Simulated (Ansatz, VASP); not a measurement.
## Cu: VASP beside Ansatz

```
CELL_PARAMETERS angstrom
-1.47035 1.47035 1.47035
1.47035 -1.47035 1.47035
1.47035 1.47035 -1.47035
ATOMIC_POSITIONS crystal
Cu 0.00000 0.00000 0.00000
```

Alike in both runs: task single point; functional PBEsol; k mesh 17 × 17 × 17; occupations fermi-dirac, width 0.1 eV; no spin polarisation.

|  | VASP | Ansatz |
| --- | --- | --- |
| version | VASP 6.6.1 | Ansatz 0.2.0 |
| potentials or method | VASP PAW PBE potentials, release 64 (Cu) | plane waves (420 eV) with PAW, scalar-relativistic |
| plane-wave cutoff (eV) | 520 | 420 |
| valence electrons in the cell | 11 | 19 |

```csv
,VASP,Ansatz,Ansatz less VASP
pressure (GPa),-13.4,-14.1,-0.67
```

The functional is the same, so the differences come from potentials, cutoffs and numerics. The two sets of potentials don't hold the same shells in valence. Ansatz warned: «pseudo_functional_mismatch».

Caveats: the PAW data sets were made with another functional, which shifts forces and pressure a little (VASP).
